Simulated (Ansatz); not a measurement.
# Pb (Im-3m) in Ansatz: a series of runs

One crystal, Pb, is run at these levels: PBE; tasks: electron localisation function, single point.

Everything below comes from runs of Ansatz 0.2.0. Logs are shortened: lines on timing, memory, paths and dates and some standing lists are left out, and cuts for length are marked.

**1. Starting point**

It takes space group Im-3m (No. 229, cubic). The conventional cell has a = 3.959 Å, b = 3.959 Å, c = 3.959 Å, α = 90.00°, β = 90.00°, γ = 90.00°. Pb (site symmetry m-3m) is surrounded by 8 Pb at 3.43 Å.

This isn't the form of Pb at room conditions, which is fcc.

**2. Electron localisation function, PBE, spin-orbit coupling, no magnetisation**

The input, input.yaml:

```yaml
crystal:
  lattice:
    - [-1.9796595667, 1.9796595667, 1.9796595667]
    - [1.9796595667, -1.9796595667, 1.9796595667]
    - [1.9796595667, 1.9796595667, -1.9796595667]
  atoms:
    - { symbol: Pb, position_ang: [0.0, 0.0, 0.0] }
hamiltonian:
  xc: pbe
  pseudopotentials: { kind: paw_fr }
magnetization:
  noncollinear: true
  spin_orbit: true
kpoints:
  mp_grid: { grid: [9, 9, 9] }
scf:
  occupations: { method: fermi_dirac, width: 0.01 }
output:
  forces: true
  stress: true
  eigenvalues: true
  write_density: true
  write_potential: true
  elf: true
  volumetric_format: npy
```

Potentials or basis: Ansatz PAW.

Run with:

```bash
ansatz run input.yaml --threads 1 --pin off --max-ram 2560MiB --backend cpu --events-out ev --progress --plain --runs-dir out
```

Log:

```text
Warning: RAYON_NUM_THREADS=1 ignored (pool sized by the plan → 1); use --threads N
Engine: ansatz 0.2.0, aarch64-unknown-linux-gnu
Pseudopotentials: kind: paw_fr
Pseudopotential: Pb, paw_fr, valence charge 14, recommended cutoff 420 eV (normal), Pb.paw.azcp#standard-fr
Functional definition: PBE
  parameter kappa = 0.804
  parameter beta = 0.06672455060314922
  exchange = pbe_x(kappa = kappa, mu = beta*pi^2/3)
  correlation = pbe_c(beta = beta)
non-collinear run that drives no moment, with spin-orbit: no starting moment large enough to seed its density (crystal.atoms[].spin), no starting occupations that ask for one, no magnetisation constraint and no magnetic field, so the semilocal B_xc is pinned to zero
Crystal: 1 atoms, lattice volume = 31.034 Å³
Basis set: ecut = 420 eV, 603 PW (Γ), exchange–correlation on 48×48×48 points (8 copies of the dense FFT grid, shifted against one another)
Bands: 22, of which v1, the nominal top of the filled ones, is band 14 counted from 1 (13 counted from 0)
Symmetry: 48 space group operations + 48 with time reversal
Magnetic group: BNS 229.141 (UNI 1643), of the structure as read, at distance tolerance 3.1e-5 Å
k-points: 35 of 729
Projection manifold: j_resolved (fully-relativistic pseudo-atomic orbitals)
Non-local potential: Pb, projectors of the file, l = 0: 2, l = 1: 4, l = 2: 4, l = 3: 4
PAW form: soft (Blöchl's): semilocal exchange-correlation on the pseudo side does not see the compensation charge
PAW one-centre angular grid: Pb, 590 points (default); XC on 96 Gauss nodes
Initial density: superposition of atomic densities (chi_scale 0.1, normalization cell)
Initial wavefunctions: pseudopotential atomic-orbital guess
Functional: x = pbe(κ = 0.804, μ = 0.2195149727645171), c = pbe(β = 0.06672455060314922)
SCF iter   1: F=—  HF=-11945.052893 eV  |F-HF|=—  |Δ(HF+E_count)|=         —  Δρ=5.67e-3  dr2=1.45e-2  dr2_m=0.00e0 (ungated)  ethr=3.10e-3  |M|=0.00e0 ∫|m|=0.00e0 μB  |m|>n=0.0e0 m-floor=0.0e0 τ_xc=0.0e0  β_m=0.30  ⟨swp⟩=9.1  Hψ=2588  notcnv=0
preconditioner: auto → none  [insulator: Δε(μ)=0.073 eV  Ē_g=19.683 eV  σ=0.010 eV  W_gap=0.92  n_scr=12 (ndim 8)  ℏωp=24.9 eV  f_vac=0.000  D(μ)=1.00/eV (n_scr^D=12)  ε∞_Penn≈2.6]
SCF iter   2: F=—  HF=-11945.047260 eV  |F-HF|=—  |Δ(HF+E_count)|=   5.63e-3  Δρ=3.57e-3  dr2=5.30e-3  dr2_m=0.00e0 (ungated)  ethr=1.03e-4  |M|=0.00e0 ∫|m|=0.00e0 μB  |m|>n=0.0e0 m-floor=0.0e0 τ_xc=0.0e0  β_m=0.53  ⟨swp⟩=3.3  Hψ=833  notcnv=0  defer=114
SCF iter   3: F=—  HF=-11945.046542 eV  |F-HF|=—  |Δ(HF+E_count)|=   7.18e-4  Δρ=1.85e-3  dr2=7.87e-4  dr2_m=0.00e0 (ungated)  ethr=3.79e-5  |M|=0.00e0 ∫|m|=0.00e0 μB  |m|>n=0.0e0 m-floor=0.0e0 τ_xc=0.0e0  β_m=0.77  ⟨swp⟩=3.0  Hψ=736  notcnv=0  defer=114
SCF iter   4: F=—  HF=-11945.048441 eV  |F-HF|=—  |Δ(HF+E_count)|=   1.90e-3  Δρ=3.64e-3  dr2=4.65e-3  dr2_m=0.00e0 (ungated)  ethr=5.62e-6  |M|=0.00e0 ∫|m|=0.00e0 μB  |m|>n=0.0e0 m-floor=0.0e0 τ_xc=0.0e0  β_m=0.55  ⟨swp⟩=3.7  Hψ=838  notcnv=0  defer=114  recentre
SCF iter   5: F=—  HF=-11945.046317 eV  |F-HF|=—  |Δ(HF+E_count)|=   2.12e-3  Δρ=9.84e-5  dr2=1.47e-6  dr2_m=0.00e0 (ungated)  ethr=5.62e-6  |M|=0.00e0 ∫|m|=0.00e0 μB  |m|>n=0.0e0 m-floor=0.0e0 τ_xc=0.0e0  β_m=0.77  ⟨swp⟩=3.0  Hψ=740  notcnv=0  defer=114
SCF iter   6: F=—  HF=-11945.046319 eV  |F-HF|=—  |Δ(HF+E_count)|=   1.36e-6  Δρ=4.13e-5  dr2=5.54e-7  dr2_m=0.00e0 (ungated)  ethr=1.05e-8  |M|=0.00e0 ∫|m|=0.00e0 μB  |m|>n=0.0e0 m-floor=0.0e0 τ_xc=0.0e0  β_m=0.89  ⟨swp⟩=2.1  Hψ=574  notcnv=0  defer=114
SCF iter   7: F=-11945.046318 eV  HF=-11945.046318 eV  |F-HF|=2.09e-8  |Δ(HF+E_count)|=   2.20e-7  Δρ=8.32e-6  dr2=2.56e-8  dr2_m=0.00e0 (ungated)  ethr=7.14e-10  |M|=0.00e0 ∫|m|=0.00e0 μB  |m|>n=0.0e0 m-floor=0.0e0 τ_xc=0.0e0  ⟨swp⟩=12.5  Hψ=2969  notcnv=0
SCF 1 converged in 7 iterations: F = -11945.046318 eV  dr2 = 2.56e-8
SCF converged after 7 iterations
Magnetization: |M| = 0.0000 μB,  M = (+0.0000, +0.0000, +0.0000) μB
Absolute magnetization: 0.0000 μB (∫|m|)
  site 0: m = (+0.0000, +0.0000, +0.0000) μB, |m| = 0.0000 μB  (R = 1.41 Å)
Free energy (F): -11945.046318 eV
Harris-Foulkes:  -11945.046318 eV  (|F-HF|=2.09e-8)
Internal energy: -11945.045744 eV  (E = F + TS)
E sigma→0 (E₀):  -11945.046031 eV
Entropy (-TS):   -0.000574 eV (-0.574 meV/atom)
Fermi energy:    10.523151 eV
--- Per-component energies (eV) ---
  E_band       = -40.362704
  E_kinetic    = 289.844703
  E_local      = -1031.870955  (includes V_loc(G=0)·N_el)
  E_nonlocal   = 350.503855
  E_hartree    = 409.950011
  E_xc         = -220.758142
  E_vxc        = -132.567135  (∫ρ·V_xc dr)
  E_paw        = -10445.633709  (= ΣΔE_a)
  E_vpaw       = -336.179789  (= ΣTr[D̂ρ^β])
  E_aug_tail   = 0.000044  (compensation charges beyond the density's cutoff)
  E_ewald      = -1297.081552
  E_smearing   = -0.000574  (= −TS)
  E_closure    = 0.000000  (closes the sum)
  Σ components = -11945.046318   (vs F -11945.046318, Δ=0.00e0)
--- Forces (eV/Å), atoms counted from 1 ---
  atom   1  Pb    -0.00000000     0.00000000    -0.00000000
  max |Σ_I F_I| component: 4.60e-30 eV/Å
--- Stress (GPa, compression-positive) ---
        1.320189       0.000000      -0.000000
       -0.000000       1.320189      -0.000000
       -0.000000       0.000000       1.320189
  P = ⅓ Tr σ = 1.3202 GPa (13.202 kbar)
--- Band table (eV; the first three rows and the last of 35) ---
  k-point 0: bands = ["-7.8121", "-7.8121", "-7.8121", "-7.8121", "-5.3522", "-5.3522", "-5.1955", "-5.1955", "-5.1955", "-5.1955", "-0.9238", "-0.9238", "15.5267", "15.5267", "19.0763", "19.0763", "19.0763", "19.0763", "21.7066", "21.7066", "21.7095", "21.7095"]
  k-point 1: bands = ["-7.8102", "-7.8102", "-7.8014", "-7.8014", "-5.3365", "-5.3365", "-5.2051", "-5.2051", "-5.1821", "-5.1821", "-0.6791", "-0.6791", "14.6339", "14.6339", "17.2841", "17.2841", "18.4588", "18.4588", "20.4641", "20.4641", "21.1431", "21.1431"]
  k-point 2: bands = ["-7.8063", "-7.8063", "-7.7764", "-7.7764", "-5.3033", "-5.3033", "-5.2263", "-5.2263", "-5.1435", "-5.1435", "0.0529", "0.0529", "12.0901", "12.0901", "15.4721", "15.4721", "17.3487", "17.3487", "19.2508", "19.2508", "20.3710", "20.3710"]
  k-point 34: bands = ["-7.7440", "-7.7440", "-7.7417", "-7.7417", "-5.2315", "-5.2315", "-5.2277", "-5.2277", "-4.9928", "-4.9928", "5.1420", "5.1420", "9.0530", "9.0530", "10.7327", "10.7327", "10.9606", "10.9606", "15.3026", "15.3026", "15.9696", "15.9696"]
```

It took 6.8 s on 1 thread of Arm Neoverse V1, shared host; peak memory 0.36 GiB.

Results:

- Free energy: -11945.0463 eV
- Pressure: 1.3 GPa
- Band gap on the k mesh: none (metal or under the smearing width)

**3. Single point, PBE (volume scaled by 0.8)**

The input, input.yaml:

```yaml
crystal:
  lattice:
    - [-1.8377531478, 1.8377531478, 1.8377531478]
    - [1.8377531478, -1.8377531478, 1.8377531478]
    - [1.8377531478, 1.8377531478, -1.8377531478]
  atoms:
    - { symbol: Pb, position: [0.0, 0.0, 0.0] }
hamiltonian:
  xc: pbe
  pseudopotentials: { kind: nc, accuracy: standard, xc_functional: lda }
kpoints:
  mp_grid: { grid: [9, 9, 9] }
scf:
  occupations: { method: cold, width: 0.025 }
output:
  forces: true
  stress: true
  eigenvalues: true
  write_density: true
  write_potential: true
  elf: true
  volumetric_format: npy
```

Potentials or basis: PseudoDojo standard (LDA files).

Run with:

```bash
ansatz run input.yaml --threads 1 --pin off --max-ram 2560MiB --backend cpu --events-out ev --progress --plain --runs-dir out
```

Log:

```text
Warning: RAYON_NUM_THREADS=1 ignored (pool sized by the plan → 1); use --threads N
Engine: ansatz 0.2.0, aarch64-unknown-linux-gnu
Pseudopotentials: kind: nc
Pseudopotential: Pb, nc, valence charge 14, recommended cutoff 761.918815 eV (normal), Pb.nc.azcp (PseudoDojo's, or run here from an input of PseudoDojo's; its table is named by hamiltonian.pseudopotentials.accuracy)
Functional definition: PBE
  parameter kappa = 0.804
  parameter beta = 0.06672455060314922
  exchange = pbe_x(kappa = kappa, mu = beta*pi^2/3)
  correlation = pbe_c(beta = beta)
Crystal: 1 atoms, lattice volume = 24.827 Å³
Basis set: ecut = 761.918815 eV, 1205 PW (Γ), exchange–correlation on 60×60×60 points (8 copies of the dense FFT grid, shifted against one another)
Bands: 11, of which v1, the nominal top of the filled ones, is band 7 counted from 1 (6 counted from 0)
Symmetry: 48 space group operations
Space group: Im-3m (ITA 229), of the structure as read, at distance tolerance 2.9e-5 Å
k-points: 35 of 729
Non-local potential: Pb, projectors of the file, l = 0: 2, l = 1: 2, l = 2: 2
Initial density: superposition of atomic densities (chi_scale 0.1, normalization cell)
Initial wavefunctions: pseudopotential atomic-orbital guess
Functional: x = pbe(κ = 0.804, μ = 0.2195149727645171), c = pbe(β = 0.06672455060314922)
SCF iter   1: F=—  HF=-1917.115139 eV  |F-HF|=—  |Δ(HF+E_count)|=         —  Δρ=1.02e-2  dr2=1.67e-2  ethr=3.10e-3  ⟨swp⟩=5.5  Hψ=2662  notcnv=0
preconditioner: auto → none  [insulator: Δε(μ)=0.224 eV  Ē_g=21.309 eV  σ=0.025 eV  W_gap=0.71  n_scr=12 (ndim 8)  ℏωp=27.9 eV  f_vac=0.000  D(μ)=1.54/eV (n_scr^D=12)  ε∞_Penn≈2.7]
SCF iter   2: F=—  HF=-1917.115216 eV  |F-HF|=—  |Δ(HF+E_count)|=   7.74e-5  S|Δr|=    0.00e0  Δρ=5.44e-3  dr2=3.32e-3  ethr=1.19e-4  ⟨swp⟩=2.7  Hψ=903  notcnv=0  defer=8
SCF iter   3: F=—  HF=-1917.115417 eV  |F-HF|=—  |Δ(HF+E_count)|=   2.00e-4  S|Δr|=    0.00e0  Δρ=5.41e-4  dr2=6.88e-5  ethr=2.37e-5  ⟨swp⟩=2.9  Hψ=649  notcnv=0  defer=11
SCF iter   4: F=—  HF=-1917.115410 eV  |F-HF|=—  |Δ(HF+E_count)|=   6.47e-6  S|Δr|=    0.00e0  Δρ=1.01e-4  dr2=7.78e-7  ethr=4.91e-7  ⟨swp⟩=2.6  Hψ=647  notcnv=0  defer=11
SCF iter   5: F=-1917.115411 eV  HF=-1917.115411 eV  |F-HF|=1.80e-9  |Δ(HF+E_count)|=   5.74e-7  S|Δr|=    0.00e0  Δρ=5.37e-6  dr2=2.74e-9  ethr=7.14e-10  ⟨swp⟩=12.7  Hψ=3152  notcnv=0
SCF 1 converged in 5 iterations: F = -1917.115411 eV  dr2 = 2.74e-9
SCF converged after 5 iterations
Stability not checked: this state was not tested for a lower state beside it, because cold or Methfessel-Paxton smearing, or corrected tetrahedra, fill the levels in a way that the test cannot read (fill_not_monotonic; see scf.lower_state_search)
Free energy (F): -1917.115411 eV
Harris-Foulkes:  -1917.115411 eV  (|F-HF|=1.80e-9)
Internal energy: -1917.115144 eV  (E = F + TS)
E sigma→0 (E₀):  -1917.115322 eV
Entropy (-TS):   -0.000267 eV (-0.267 meV/atom)
Fermi energy:    14.811234 eV
--- Per-component energies (eV) ---
  E_band       = 11.537351
  E_kinetic    = 944.534521
  E_local      = -828.088241  (includes V_loc(G=0)·N_el)
  E_nonlocal   = -389.322304
  E_hartree    = 298.155152
  E_xc         = -545.155527
  E_vxc        = -311.896002  (∫ρ·V_xc dr)
  E_ewald      = -1397.238746
  E_smearing   = -0.000267  (= −TS)
  E_closure    = -0.000000  (closes the sum)
  Σ components = -1917.115411   (vs F -1917.115411, Δ=0.00e0)
--- Forces (eV/Å), atoms counted from 1 ---
  atom   1  Pb     0.00000000    -0.00000000     0.00000000
  max |Σ_I F_I| component: 3.04e-31 eV/Å
--- Stress (GPa, compression-positive) ---
       17.496602       0.000000       0.000000
       -0.000000      17.496602       0.000000
       -0.000000       0.000000      17.496602
  P = ⅓ Tr σ = 17.4966 GPa (174.966 kbar)
--- Band table (eV; the first three rows and the last of 35) ---
  k-point 0: bands = ["-2.7667", "-2.7667", "-2.7667", "-2.3614", "-2.3614", "1.4735", "24.4318", "24.4318", "24.4318", "26.5983", "26.5983"]
  k-point 1: bands = ["-2.7852", "-2.7499", "-2.6939", "-2.3811", "-2.3623", "1.7813", "21.6645", "23.3502", "23.7969", "25.5696", "26.1762"]
  k-point 2: bands = ["-2.8317", "-2.7342", "-2.5045", "-2.4145", "-2.3643", "2.7186", "17.4293", "21.4913", "22.4477", "24.5636", "25.5047"]
  k-point 34: bands = ["-2.8878", "-2.8719", "-2.1964", "-2.1964", "-2.1872", "9.9854", "14.2721", "14.3811", "14.3811", "19.6853", "20.4965"]
```

v_z.tsv:

```text
# z_ang	v_es[eV]	v_tot[eV]
# format = ansatz-planar-average/11
# xc	pbe
# density_cutoff_ev	3047.67526
# datasets	Pb=:simpson_from_first_knot
# lattice	-1.837753148	1.837753148	1.837753148
# lattice	1.837753148	-1.837753148	1.837753148
# lattice	1.837753148	1.837753148	-1.837753148
# sites	1
# site	82	0.000000000	0.000000000	0.000000000
0.000000	-1.172399e0	-1.640517e1
0.106103	-9.562100e-1	-1.609267e1
0.212205	-3.201975e-1	-1.517539e1
0.318308	6.946998e-1	-1.371428e1
0.424411	2.016559e0	-1.180467e1
0.530514	3.552022e0	-9.565836e0
[... 22 lines left out ...]
2.970876	-3.201975e-1	-1.517539e1
3.076979	-9.562100e-1	-1.609267e1
```

Run time: 1.6 s. Hardware: 1 thread of Arm Neoverse V1, shared host; peak memory 0.25 GiB.

What came out:

* Free energy: -1917.1154 eV
* Pressure: 17.5 GPa
* Band gap on the k mesh: none (metal or under the smearing width)

Levels at points of the mesh, in eV from the Fermi level:
| k point | band 5 | band 6 | band 7 | band 8 | band 9 | band 10 |
| --- | --- | --- | --- | --- | --- | --- |
| (0.00, 0.00, 0.00) | -17.17 | -13.34 | 9.62 | 9.62 | 9.62 | 11.79 |

Caveat: the potentials were made for another functional, which shifts forces and pressure. The run has no spin-orbit coupling, so splittings on Pb are missing.
